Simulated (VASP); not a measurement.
BeTe:

```xyz
2
Lattice="0.0000 2.7700 2.7700 2.7700 0.0000 2.7700 2.7700 2.7700 0.0000" Properties=species:S:1:pos:R:3 pbc="T T T"
Be    0.0000    0.0000    0.0000
Te    1.3850    1.3850    1.3850
```

- Program: VASP 6.6.1
- Task: relaxation of cell and atoms
- Functional: PBE
- Dispersion: D3(BJ)
- Potentials or basis: VASP PAW PBE potentials, release 64 (Be, Te)
- Cutoff: 600 eV
- k mesh: 8 × 8 × 8
- Occupations: gaussian, width 0.03 eV
- Spin: no spin polarisation

At the start: pressure 1.6 GPa; volume 21.25 Å³/atom.

Problem. Where does the relaxation end?

Solution. Over 3 steps the energy falls by 2.6 meV/atom and the volume is 21.79 Å³/atom (+2.5 %); space group F-43m (No. 216, to 0.05 Å).

The path:
| step | energy change (eV) | largest force (eV/Å) | pressure (GPa) | volume (Å³) |
| --- | --- | --- | --- | --- |
| 1 | 0.0000 | 0.0000 | 1.61 | 42.51 |
| 2 | -0.0049 | 0.0000 | -0.37 | 43.84 |
| 3 | -0.0052 | 0.0000 | 0.00 | 43.57 |

Final structure:
```yaml
crystal:
  lattice:
    - [0.00000, 2.79290, 2.79290]
    - [2.79290, 0.00000, 2.79290]
    - [2.79290, 2.79290, 0.00000]
  atoms:
    - { symbol: Be, position: [0.00000, 0.00000, 0.00000] }
    - { symbol: Te, position: [0.25000, 0.25000, 0.25000] }
```
